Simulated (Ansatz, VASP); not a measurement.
**Two plane-wave programs on Se**

```
Se
1.0
    -1.70345    1.70345    1.70345
     1.70345   -1.70345    1.70345
     1.70345    1.70345   -1.70345
Se
1
Direct
  0.00000 0.00000 0.00000
```

This isn't the form of Se at room conditions, which is trigonal, of chains.

Alike in both runs: task single point; functional PBE; dispersion D3(BJ); k mesh 22 × 22 × 22; occupations gaussian, width 0.15 eV; no spin polarisation.

|  | VASP | Ansatz |
| --- | --- | --- |
| version | VASP 6.6.1 | Ansatz 0.2.0 |
| potentials or method | VASP PAW PBE potentials, release 64 (Se) | scalar-relativistic, plane waves, PAW |
| plane-wave cutoff (eV) | 520 | 420 |
| valence electrons in the cell | 6 | 16 |

```tsv
	VASP	Ansatz	Ansatz less VASP
gap on the k mesh at the Fermi level (eV)	none	none	-
pressure (GPa)	-1.3	-1.3	-0.03
```

A gap of «none» marks a metal or a gap that the smearing closes. The two sets of potentials don't hold the same shells in valence.

Caveats: pairwise dispersion overbinds metals, which lowers pressure and volume.
